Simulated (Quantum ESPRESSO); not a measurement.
Runs of Quantum ESPRESSO 7.5 on W. It takes space group Im-3m (No. 229, cubic). Conventional cell: a = 3.165 Å, b = 3.165 Å, c = 3.165 Å, α = 90.00°, β = 90.00°, γ = 90.00°. Around W (site symmetry m-3m) lie 8 W at 2.74 Å. 

| task | level | potentials or basis | cell | k mesh | cutoff (eV) | SCF threshold | form of the LDA correlation | symmetry | gap on the mesh (eV) | pressure (GPa) | V0 of scaled cells (Å³/atom) | B0 (GPa) |
| --- | --- | --- | --- | --- | --- | --- | --- | --- | --- | --- | --- | --- |
| band structure | PBEsol | GBRV 1.5 PBEsol | as given | 12 × 12 × 12 | 762 | 2e-10 Ry | - | - | none | -2.7 | - | - |
| equation of state | PBEsol | GBRV 1.5 PBEsol | as given | 12 × 12 × 12 | 762 | 2e-10 Ry | - | - | - | - | (b) | 320 |
| single point | PBEsol | GBRV 1.5 PBEsol | cell strained at random at fixed volume | 12 × 12 × 12 | 762 | 2e-10 Ry | - | - | none | -2.5 | - | - |
| single point | PBEsol | GBRV 1.5 PBEsol | as given | 12 × 12 × 12 | 762 | 2e-10 Ry | - | - | none | -2.7 | - | - |
| equation of state | LDA | GBRV 1.5 LDA | as given | 12 × 12 × 12 | 762 | 2e-10 Ry | PZ81 | - | - | - | 15.43 | (a) |
| equation of state | r2SCAN | SG15 PBE 1.2 | as given | 9 × 9 × 9 | 1020 | 1e-08 Ry | - | off | - | - | 15.26 | 333 |

Alike in all rows: no spin polarisation; smearing fermi-dirac 0.05 eV.

Problem. Fill in the values left out.

Solution. (a) 329; (b) 15.71.

Caveats: spin-orbit coupling is left out, which moves the levels of the heavy elements (some runs); the potentials were made for another functional, which shifts forces and pressure (some runs).

A k mesh can miss the band edges, and the runs leave out spin-orbit coupling on W.

A gap of «none» marks a metal or a gap under the smearing width.
